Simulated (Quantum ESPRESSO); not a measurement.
The system is As.

```xyz
1
Lattice="2.7037 0.0000 0.0000 0.0000 2.7037 0.0000 0.0000 0.0000 2.7037" Properties=species:S:1:pos:R:3 pbc="T T T"
As    1.3518    1.3518    1.3518
```

This isn't the form of As at room conditions, which is rhombohedral.

- Program: Quantum ESPRESSO 7.5
- Task: relaxation of cell and atoms
- Functional: PBEsol
- Dispersion: D3(BJ)
- Potentials or basis: GBRV 1.5 PBEsol
- Cutoff: 612 eV
- Density cutoff: 4898 eV
- k mesh: 10 × 10 × 10
- Occupations: fermi-dirac, width 0.05 eV
- Spin: no spin polarisation

At the start: pressure -4.0 GPa; volume 19.76 Å³/atom.

How do energy, volume and symmetry change on relaxing?

Over 3 steps the energy falls by 11.2 meV/atom and the volume is 18.87 Å³/atom (-4.5 %); space group Pm-3m (No. 221, to 0.05 Å).

The path:
| step | energy change (eV) | largest force (eV/Å) | pressure (GPa) | volume (Å³) |
| --- | --- | --- | --- | --- |
| 1 | 0.0000 | 0.0000 | -4.02 | 19.76 |
| 2 | -0.0081 | 0.0000 | -2.22 | 19.35 |
| 3 | -0.0112 | 0.0000 | 0.13 | 18.87 |

Final structure:
```
As
1.0
     2.66238    0.00000    0.00000
     0.00000    2.66238    0.00000
     0.00000    0.00000    2.66238
As
1
Cartesian
  1.3312 1.3312 1.3312
```

Caveat: pairwise dispersion overbinds metals, which lowers pressure and volume.
